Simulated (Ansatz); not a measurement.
RuO$_{2}$:
```yaml
crystal:
  lattice:
    - [4.42572, 0.00000, 0.00000]
    - [0.00000, 4.42572, 0.00000]
    - [0.00000, 0.00000, 3.07421]
  atoms:
    - { symbol: Ru, position: [0.00000, 0.00000, 0.00000] }
    - { symbol: Ru, position: [0.50000, 0.50000, 0.50000] }
    - { symbol: O, position: [0.30639, 0.30639, 0.00000] }
    - { symbol: O, position: [0.19361, 0.80639, 0.50000] }
    - { symbol: O, position: [0.69361, 0.69361, 0.00000] }
    - { symbol: O, position: [0.80639, 0.19361, 0.50000] }
```

Relaxed with LDA. Special points in fractions of this cell's reciprocal vectors: Γ (0.000, 0.000, 0.000); X (0.000, 0.500, 0.000); M (0.500, 0.500, 0.000); Z (0.000, 0.000, 0.500); R (0.000, 0.500, 0.500); A (0.500, 0.500, 0.500).

Q: List the band energies nearest the Fermi level at these points for LDA in the plane-wave PAW code Ansatz.

A: In eV from the Fermi level; about four levels below and three above (degenerate sets whole), none deeper than 8.9 eV; points with the same levels are listed once.

| k | below | above |
|---|---|---|
| Γ | -1.51 -1.44 -1.44 -0.90 | 1.75 1.89 4.79 4.79 |
| X | -0.48 -0.48 -0.33 -0.33 | 0.40 0.40 4.18 4.18 |
| M | -1.46 -1.46 -1.40 -1.40 | 0.88 0.88 3.82 3.82 |
| Z | -0.68 -0.68 -0.01 -0.01 | 0.96 0.96 3.26 3.26 |
| R | -1.83 -1.83 -0.59 -0.59 | 1.22 1.22 2.18 2.18 |
| A | -0.58 -0.58 -0.57 -0.57 | 0.23 0.23 3.23 3.23 |

Space group P4_2/mnm (rutile). Symmetry was held in the LDA relaxation; of distortions, only those at the zone centre were tested. The run is not spin-polarised. Spin–orbit coupling is left out wherever it is not named.

Potentials: the later of the program's two PAW sets.
